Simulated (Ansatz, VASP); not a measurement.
**One calculation of Pt, two programs**

```
Pt
1.0
     0.00000    1.94774    1.94774
     1.94774    0.00000    1.94774
     1.94774    1.94774    0.00000
Pt
1
Direct
  0.00000 0.00000 0.00000
```

Change from the starting cell: volume scaled by 0.98.

Alike in both runs: task single point; functional PBE; k mesh 12 × 12 × 12; occupations fermi-dirac, width 0.05 eV; no spin polarisation.

|  | VASP | Ansatz |
| --- | --- | --- |
| version | VASP 6.6.1 | Ansatz 0.2.0 |
| potentials or method | VASP PAW PBE potentials, release 64 (Pt) | Ansatz PAW |
| plane-wave cutoff (eV) | 520 | 420 |
| valence electrons in the cell | 10 | 18 |

```tsv
	VASP	Ansatz	Ansatz less VASP
gap on the k mesh at the Fermi level (eV)	none	none	-
pressure (GPa)	16.1	16.7	+0.55
```

A gap of «none» marks a metal or a gap that the smearing closes. The functional is the same, so the differences come from potentials, cutoffs and numerics. The two sets of potentials don't hold the same shells in valence.

Spin-orbit coupling is left out, which matters for the levels of Pt.
